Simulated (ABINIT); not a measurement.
# Ta (Im-3m) in ABINIT: notebook

One crystal, Ta, is run at these levels: PBE; tasks: band structure.

Everything below comes from runs of ABINIT 10.8.3 (patched build). Logs are shortened: lines on timing, memory, paths and dates and some standing lists are left out, and cuts for length are marked. The log counts tension as positive stress, the text compression.

### Step 1. Starting point

The structure is cubic, space group Im-3m (No. 229). The conventional cell has a = 3.303 Å, b = 3.303 Å, c = 3.303 Å, α = 90.00°, β = 90.00°, γ = 90.00°. Around Ta (site symmetry m-3m) lie 8 Ta at 2.86 Å.

### Step 2. Band structure, PBE

File run.abi:

```
# Datasets: ground state, then fixed potential
ndtset 2

# Pseudopotentials
pp_dirpath "./"
pseudos "Ta.GGA_PBE-JTH.xml"

# Structure
acell 3*1.0
rprim
    -3.1204669551     3.1204669551     3.1204669551
     3.1204669551    -3.1204669551     3.1204669551
     3.1204669551     3.1204669551    -3.1204669551
ntypat 1
znucl 73
natom 1
typat 1
xred
     0.0000000000     0.0000000000     0.0000000000

# Plane-wave basis
ecut 19.0
pawecutdg 38.0
pawxcdev 0

# Exchange and correlation
ixc 11

# Bands and occupations
occopt 3
tsmear 0.00183747

# SCF cycle
nstep 100

# Output
iomode 3
prtwf 0
prteig 0
prtebands 0
prtden1 1

# Dataset 1
kptopt1 1
ngkpt1 11 11 11
nshiftk1 1
shiftk1 0.0 0.0 0.0
nband1 11
tolvrs1 1.0e-9

# Dataset 2: bands along G-H-N-G-P-H
iscf2 -2
getden2 1
nband2 17
nbdbuf2 4
tolwfr2 1.0e-11
kptopt2 -5
ndivsm2 6
prteig2 1
prtvol2 -3
kptbounds2
     0.0000000000     0.0000000000     0.0000000000
     0.5000000000    -0.5000000000     0.5000000000
     0.0000000000     0.0000000000     0.5000000000
     0.0000000000     0.0000000000     0.0000000000
     0.2500000000     0.2500000000     0.2500000000
     0.5000000000    -0.5000000000     0.5000000000
```

Potentials or basis: JTH PAW PBE v2.0.

The run is started by

```console
$ abinit run.abi > log 2>&1
```

run.abo:

```text
.Version 10.8.3 of ABINIT
 DATASET    1 : space group Im -3 m (#229); Bravais cI (body-center cubic)
================================================================================
 Values of the parameters that define the memory need for DATASET  1.
     intxc =       0    ionmov =       0      iscf =      17    lmnmax =      18
     lnmax =       6     mgfft =      24  mpssoang =       3    mqgrid =    3001
     natom =       1  nloc_mem =       2    nspden =       1   nspinor =       1
    nsppol =       1      nsym =      48    n1xccc =       1    ntypat =       1
    occopt =       3   xclevel =       2
       mpw =         490          nfft =       13824          nkpt =          56
 PAW method is used; the additional fine FFT grid is defined by:
   mgfftf=        30    nfftf =     27000
================================================================================
================================================================================

 DATASET    2 : space group Im -3 m (#229); Bravais cI (body-center cubic)
================================================================================
 Values of the parameters that define the memory need for DATASET  2.
     intxc =       0    ionmov =       0      iscf =      -2    lmnmax =      18
     lnmax =       6     mgfft =      24  mpssoang =       3    mqgrid =    3001
     natom =       1  nloc_mem =       2    nspden =       1   nspinor =       1
    nsppol =       1      nsym =      48    n1xccc =       1    ntypat =       1
    occopt =       3   xclevel =       2
       mpw =         490          nfft =       13824          nkpt =          35
 PAW method is used; the additional fine FFT grid is defined by:
   mgfftf=        30    nfftf =     27000
================================================================================
================================================================================

--------------------------------------------------------------------------------
------------- Echo of variables that govern the present computation ------------
--------------------------------------------------------------------------------
 -outvars: echo values of preprocessed input variables --------
            acell      1.0000000000E+00  1.0000000000E+00  1.0000000000E+00 Bohr
              amu      1.80947900E+02
             ecut      1.90000000E+01 Hartree
           getden1          0
           getden2          1
             iscf1         17
             iscf2         -2
              ixc          11
           jdtset        1    2
           kptopt1          1
           kptopt2         -5
         kptrlatt       11    0    0      0   11    0      0    0   11
          kptrlen1     5.94528804E+01
          kptrlen2     3.00000000E+01
            natom           1
            nband1         11
            nband2         17
           nbdbuf1          0
           nbdbuf2          4
           ndtset           2
           ndivsm1          0
           ndivsm2          6
            ngfft          24      24      24
          ngfftdg          30      30      30
             nkpt1         56
             nkpt2         35
            nstep         100
             nsym          48
           ntypat           1
           occopt           3
        pawecutdg      3.80000000E+01 Hartree
         pawxcdev           0
        prtebands           0
           prteig1          0
           prteig2          1
           prtvol1          0
           prtvol2         -3
            prtwf           0
            rprim     -3.1204669551E+00  3.1204669551E+00  3.1204669551E+00
                       3.1204669551E+00 -3.1204669551E+00  3.1204669551E+00
                       3.1204669551E+00  3.1204669551E+00 -3.1204669551E+00
           shiftk1     0.00000000E+00  0.00000000E+00  0.00000000E+00
           shiftk2     5.00000000E-01  5.00000000E-01  5.00000000E-01
          spgroup         229
           tolvrs1     1.00000000E-09
           tolvrs2     0.00000000E+00
           tolwfr1     0.00000000E+00
           tolwfr2     1.00000000E-11
           tsmear      1.83747000E-03 Hartree
            typat      1
           useylm           1
            znucl       73.00000

================================================================================

 chkinp: Checking input parameters for consistency, jdtset=   1.
[... 182 lines left out ...]
...

 Cartesian components of stress tensor (hartree/bohr^3)
  sigma(1 1)= -8.23756796E-05  sigma(3 2)=  0.00000000E+00
  sigma(2 2)= -8.23756796E-05  sigma(3 1)=  0.00000000E+00
  sigma(3 3)= -8.23756796E-05  sigma(2 1)=  0.00000000E+00

-Cartesian components of stress tensor (GPa)         [Pressure=  2.4236E+00 GPa]
- sigma(1 1)= -2.42357617E+00  sigma(3 2)=  0.00000000E+00
- sigma(2 2)= -2.42357617E+00  sigma(3 1)=  0.00000000E+00
- sigma(3 3)= -2.42357617E+00  sigma(2 1)=  0.00000000E+00

================================================================================
== DATASET  2 ==================================================================

--- !DatasetInfo
iteration_state: {dtset: 2, }
dimensions: {natom: 1, nkpt: 35, mband: 17, nsppol: 1, nspinor: 1, nspden: 1, mpw: 490, }
cutoff_energies: {ecut:  19.0, pawecutdg:  38.0, }
electrons: {nelect:   1.30000000E+01, charge:   0.00000000E+00, occopt:   3.00000000E+00, tsmear:   1.83747000E-03, }
meta: {optdriver: 0, ionmov: 0, optcell: 0, iscf: -2, paral_kgb: 0, }
...

 mkfilename : getden/=0, take file _DEN from output of DATASET   1.

 Exchange-correlation functional for the present dataset will be:
  GGA: Perdew-Burke-Ernzerhof functional - ixc=11
  J.P.Perdew, K.Burke, M.Ernzerhof, PRL 77, 3865 (1996)

 Real(R)+Recip(G) space primitive vectors, cartesian coordinates (Bohr,Bohr^-1):
 R(1)= -3.1204670  3.1204670  3.1204670  G(1)=  0.0000000  0.1602324  0.1602324
 R(2)=  3.1204670 -3.1204670  3.1204670  G(2)=  0.1602324  0.0000000  0.1602324
 R(3)=  3.1204670  3.1204670 -3.1204670  G(3)=  0.1602324  0.1602324  0.0000000
 Unit cell volume ucvol=  1.2153987E+02 bohr^3
 Angles (23,13,12)=  1.09471221E+02  1.09471221E+02  1.09471221E+02 degrees

 Coarse grid specifications (used for wave-functions):

 getcut: wavevector=  0.0000  0.0000  0.0000  ngfft=  24  24  24
         ecut(hartree)=     19.000   => boxcut(ratio)=   2.26302

 getcut : COMMENT -
  Note that boxcut > 2.2 ; recall that boxcut=Gcut(box)/Gcut(sphere) = 2
  is sufficient for exact treatment of convolution.
  Such a large boxcut is a waste : you could raise ecut
  e.g. ecut=   24.326062 Hartrees makes boxcut=2

 Fine grid specifications (used for densities):

 getcut: wavevector=  0.0000  0.0000  0.0000  ngfft=  30  30  30
         ecut(hartree)=     38.000   => boxcut(ratio)=   2.00025
--------------------------------------------------------------------------------

================================================================================
 Non-SCF case, kpt    1 (  0.00000  0.00000  0.00000), residuals and eigenvalues=
  3.07E-12  3.35E-12  5.01E-12  2.30E-12  4.91E-12  2.09E-12  1.14E-12  7.73E-13
  9.68E-13  5.82E-12  6.54E-12  5.52E-12  3.08E-12  6.74E-10  6.46E-08  8.82E-12
  6.32E-12
 -2.4277E+00 -1.1750E+00 -1.1750E+00 -1.1750E+00 -2.5096E-01  6.7404E-02
  6.7404E-02  6.7404E-02  1.8780E-01  1.8780E-01  5.9007E-01  5.9007E-01
  5.9007E-01  9.9560E-01  9.9560E-01  1.0882E+00  1.0882E+00
 Non-SCF case, kpt    2 (  0.06250 -0.06250  0.06250), residuals and eigenvalues=
  8.58E-12  5.36E-12  6.73E-12  1.17E-12  1.59E-12  5.66E-12  4.62E-12  6.54E-12
  3.17E-12  4.72E-12  1.73E-12  7.15E-12  2.32E-12  5.80E-10  8.30E-08  2.39E-08
  5.42E-06
[... 220 lines left out ...]
 Non-SCF case, kpt   34 (  0.46429 -0.39286  0.46429), residuals and eigenvalues=
  5.29E-12  9.56E-12  3.16E-12  1.73E-12  6.01E-12  2.56E-12  3.89E-12  2.00E-12
  7.50E-13  8.54E-12  5.05E-12  1.89E-12  1.78E-12  2.48E-12  1.52E-11  3.85E-10
  2.93E-05
 -2.4206E+00 -1.2054E+00 -1.2054E+00 -1.2023E+00 -9.1489E-02 -9.1489E-02
  2.0707E-01  2.6721E-01  2.6721E-01  3.8770E-01  3.8770E-01  3.9997E-01
  6.6568E-01  8.6954E-01  8.6954E-01  9.6436E-01  1.2724E+00
 Non-SCF case, kpt   35 (  0.50000 -0.50000  0.50000), residuals and eigenvalues=
  1.93E-12  5.23E-12  3.43E-12  5.56E-12  4.74E-12  7.28E-12  4.83E-12  4.24E-12
  6.33E-12  2.71E-12  5.43E-12  6.66E-12  1.09E-12  9.30E-12  8.37E-12  4.85E-11
  4.95E-07
 -2.4203E+00 -1.2051E+00 -1.2051E+00 -1.2051E+00 -9.9654E-02 -9.9654E-02
  2.9194E-01  2.9194E-01  2.9194E-01  3.5740E-01  3.5740E-01  3.5740E-01
  6.1655E-01  8.8621E-01  8.8621E-01  9.4347E-01  1.3720E+00

--- !ResultsGS
iteration_state: {dtset: 2, }
comment   : Summary of ground state results
lattice_vectors:
- [ -3.1204670,   3.1204670,   3.1204670, ]
- [  3.1204670,  -3.1204670,   3.1204670, ]
- [  3.1204670,   3.1204670,  -3.1204670, ]
lattice_lengths: [   5.40481,    5.40481,    5.40481, ]
lattice_angles: [109.471, 109.471, 109.471, ] # degrees, (23, 13, 12)
lattice_volume:   1.2153987E+02
convergence: {deltae:  0.000E+00, res2:  0.000E+00, residm:  9.900E-12, diffor:  0.000E+00, }
etotal    :  -5.89709732E+01
entropy   :   0.00000000E+00
fermie    :   3.98603969E-02
cartesian_stress_tensor: null
pressure_GPa: null
xred      :
- [  0.0000E+00,   0.0000E+00,   0.0000E+00, Ta]
cartesian_forces: null
force_length_stats: {min: null, max: null, mean: null, }
...

 Integrated electronic density in atomic spheres:
 ------------------------------------------------
 Atom  Sphere_radius  Integrated_density
    1        2.41973         10.66164548

================================================================================

 ----iterations are completed or convergence reached----

 Mean square residual over all n,k,spin=   44.847E-13; max=  99.002E-13
 reduced coordinates (array xred) for    1 atoms
       0.000000000000      0.000000000000      0.000000000000

 cartesian coordinates (angstrom) at end:
    1      0.00000000000000     0.00000000000000     0.00000000000000
 length scales=  1.000000000000  1.000000000000  1.000000000000 bohr
              =  0.529177210544  0.529177210544  0.529177210544 angstroms
 Eigenvalues (hartree) for nkpt=  35  k points:
 kpt#   1, nband= 17, wtk=  1.00000, kpt=  0.0000  0.0000  0.0000 (reduced coord)
  -2.42773   -1.17501   -1.17501   -1.17501   -0.25096    0.06740    0.06740    0.06740
   0.18780    0.18780    0.59007    0.59007    0.59007    0.99560    0.99560    1.08816
   1.08816
 kpt#   2, nband= 17, wtk=  1.00000, kpt=  0.0625 -0.0625  0.0625 (reduced coord)
  -2.42741   -1.17744   -1.17611   -1.17611   -0.23823    0.06560    0.06560    0.07345
   0.16661    0.19504    0.61244    0.61244    0.61337    0.87160    1.01335    1.07162
   1.07163
 kpt#   3, nband= 17, wtk=  1.00000, kpt=  0.1250 -0.1250  0.1250 (reduced coord)
  -2.42652   -1.18373   -1.17927   -1.17927   -0.20246    0.06375    0.06375    0.09134
   0.11698    0.21352    0.66693    0.67407    0.67407    0.71983    1.01706    1.01706
   1.06860
 kpt#   4, nband= 17, wtk=  1.00000, kpt=  0.1875 -0.1875  0.1875 (reduced coord)
  -2.42523   -1.19149   -1.18406   -1.18406   -0.15085    0.05944    0.06879    0.06879
   0.12015    0.23019    0.61005    0.72606    0.75393    0.75393    0.93925    0.93925
   1.16396
 kpt#   5, nband= 17, wtk=  1.00000, kpt=  0.2500 -0.2500  0.2500 (reduced coord)
[... 109 lines left out ...]
   0.21022    0.39765    0.47161    0.47161    0.80228    0.80228    0.82092    1.06317
   1.13326
 kpt#  33, nband= 17, wtk=  1.00000, kpt=  0.4286 -0.2857  0.4286 (reduced coord)
  -2.42118   -1.20596   -1.20596   -1.19521   -0.06887   -0.06887    0.09983    0.23346
   0.23346    0.41031    0.43527    0.43527    0.77317    0.83195    0.83195    1.02278
   1.13742
 kpt#  34, nband= 17, wtk=  1.00000, kpt=  0.4643 -0.3929  0.4643 (reduced coord)
  -2.42057   -1.20535   -1.20535   -1.20233   -0.09149   -0.09149    0.20707    0.26721
   0.26721    0.38770    0.38770    0.39997    0.66568    0.86954    0.86954    0.96436
   1.27240
 kpt#  35, nband= 17, wtk=  1.00000, kpt=  0.5000 -0.5000  0.5000 (reduced coord)
  -2.42034   -1.20508   -1.20508   -1.20508   -0.09965   -0.09965    0.29194    0.29194
   0.29194    0.35740    0.35740    0.35740    0.61655    0.88621    0.88621    0.94347
   1.37197

== END DATASET(S) ==============================================================
================================================================================

 -outvars: echo values of variables after computation  --------
            acell      1.0000000000E+00  1.0000000000E+00  1.0000000000E+00 Bohr
           etotal1    -5.8970973201E+01
            fcart1    -0.0000000000E+00 -0.0000000000E+00 -0.0000000000E+00
            rprim     -3.1204669551E+00  3.1204669551E+00  3.1204669551E+00
                       3.1204669551E+00 -3.1204669551E+00  3.1204669551E+00
                       3.1204669551E+00  3.1204669551E+00 -3.1204669551E+00
           strten1    -8.2375679553E-05 -8.2375679553E-05 -8.2375679553E-05
                       0.0000000000E+00  0.0000000000E+00  0.0000000000E+00
 Calculation completed.
```

Wall time 16 s (1 thread of Arm Neoverse V1, shared host); peak memory 0.09 GiB.

Results:

* Free energy: -1604.6819 eV
* Pressure: 2.4 GPa
* Band gap on the k mesh: none (metal or under the smearing width)
* Valence electrons inside the program's atomic spheres: Ta 10.66 (radii [1.2805] Å)

Levels at the corners of the path, in eV from the Fermi level:
| point | band 2 | band 3 | band 4 | band 5 | band 6 | band 7 | band 8 | band 9 | band 10 | band 11 |
| --- | --- | --- | --- | --- | --- | --- | --- | --- | --- | --- |
| Γ | -33.06 | -33.06 | -33.06 | -7.91 | 0.75 | 0.75 | 0.75 | 4.03 | 4.03 | 14.97 |
| H | -33.88 | -33.88 | -33.88 | -3.80 | -3.80 | 6.86 | 6.86 | 6.86 | 8.64 | 8.64 |
| N | -34.23 | -33.44 | -33.07 | -4.37 | -1.53 | 1.58 | 3.91 | 4.94 | 7.82 | 11.74 |
| Γ | -33.06 | -33.06 | -33.06 | -7.91 | 0.75 | 0.75 | 0.75 | 4.03 | 4.03 | 14.97 |
| P | -33.65 | -33.65 | -33.65 | -1.23 | -1.23 | -1.23 | 5.11 | 5.11 | 7.10 | 12.85 |
| H | -33.88 | -33.88 | -33.88 | -3.80 | -3.80 | 6.86 | 6.86 | 6.86 | 8.64 | 8.64 |

Caveat: spin-orbit coupling is left out, which moves the levels of the heavy elements.

### Step 3. Band structure, PBE, spin-orbit coupling, no magnetisation

run.abi: that of step 2 with these lines changed.

```diff
@@ -32,2 +32,7 @@
 
+# Spin
+nspinor 2
+nspden 1
+pawspnorb 1
+
 # SCF cycle
@@ -43,3 +48,3 @@
 # Dataset 1
-kptopt1 1
+kptopt1 4
 ngkpt1 11 11 11
@@ -47,3 +52,3 @@
 shiftk1 0.0 0.0 0.0
-nband1 11
+nband1 22
 tolvrs1 1.0e-9
@@ -53,4 +58,4 @@
 getden2 1
-nband2 17
-nbdbuf2 4
+nband2 34
+nbdbuf2 8
 tolwfr2 1.0e-11
```

Potentials or basis: JTH PAW PBE v2.0.

The run is started by

```console
$ abinit run.abi > log 2>&1
```

Run time: 73 s. Hardware: 1 thread of Arm Neoverse V1, shared host; peak memory 0.11 GiB.

The run converged. Its results:

```yaml
Free_energy: -1605.5722 eV
Pressure: 2.2 GPa
Band_gap_on_the_k_mesh: none (metal or under the smearing width)
Valence_electrons_inside_the_program's_atomic_spheres: Ta 10.67 (radii [1.2805] Å)
```

Levels at the corners of the path, in eV from the Fermi level:
```csv
point,band 10,band 11,band 12,band 13,band 14,band 15
Γ,-7.90,0.59,0.59,0.59,0.59,1.01
H,-3.79,-3.79,-3.79,6.65,6.65,6.65
N,-4.37,-1.54,-1.54,1.62,1.62,3.89
Γ,-7.90,0.59,0.59,0.59,0.59,1.01
P,-1.59,-1.02,-1.02,-1.02,-1.02,5.11
H,-3.79,-3.79,-3.79,6.65,6.65,6.65
```
